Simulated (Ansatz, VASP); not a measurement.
**Os: VASP beside Ansatz**

The input INCAR:

```
ALGO = Fast
EDIFF = 1E-6
ENCUT = 520
GGA = PE
ISIF = 2
ISMEAR = 0
LASPH = T
LCHARG = T
LELF = T
LREAL = F
LVHAR = T
LWAVE = F
NBANDS = 15
NELM = 80
PREC = Accurate
SIGMA = 0.014
```

File KPOINTS:

```
k-points
0
Gamma
  11 11 6
```

File POSCAR:

```
Os
1.0
    2.7341000000      0.0000000000      0.0000000000
   -1.3670500000      2.3678000565      0.0000000000
    0.0000000000      0.0000000000      4.3197000000
Os
2
Direct
    0.6666666667      0.3333333333      0.7500000000
    0.3333333333      0.6666666667      0.2500000000
```

File input.yaml:

```yaml
crystal:
  lattice:
    - [2.7341, 0.0, 0.0]
    - [-1.36705, 2.3678000565, 0.0]
    - [0.0, 0.0, 4.3197]
  atoms:
    - { symbol: Os, position: [0.6666666667, 0.3333333333, 0.75] }
    - { symbol: Os, position: [0.3333333333, 0.6666666667, 0.25] }
hamiltonian:
  xc: pbe
  pseudopotentials: { kind: paw }
kpoints:
  mp_grid: { grid: [11, 11, 6] }
scf:
  occupations: { method: gaussian, width: 0.014 }
output:
  forces: true
  stress: true
  eigenvalues: true
```

Alike in both runs: task single point; functional PBE; k mesh 11 × 11 × 6; occupations gaussian, width 0.014 eV; no spin polarisation.

|  | VASP | Ansatz |
| --- | --- | --- |
| version | VASP 6.6.1 | Ansatz 0.2.0 |
| potentials or method | VASP PAW PBE potentials, release 64 (Os) | Ansatz PAW |
| plane-wave cutoff (eV) | 520 | 420 |
| valence electrons in the cell | 16 | 32 |

Ansatz gave:

```
gap on the k mesh at the Fermi level (eV)       : none
pressure (GPa)                                  : 8.8
largest component of the traceless stress (GPa) : 0.22
```

**Question.** What did VASP give for the same quantities?

**Answer.** gap on the k mesh at the Fermi level (eV): none; pressure (GPa): 8.7; largest component of the traceless stress (GPa): 0.19.

A gap of «none» marks a metal or a gap that the smearing closes. With one functional, cell and mesh, what is left measures potentials, basis and numerics. The two sets of potentials don't hold the same shells in valence.

The runs have no spin-orbit coupling, so splittings on Os are missing.
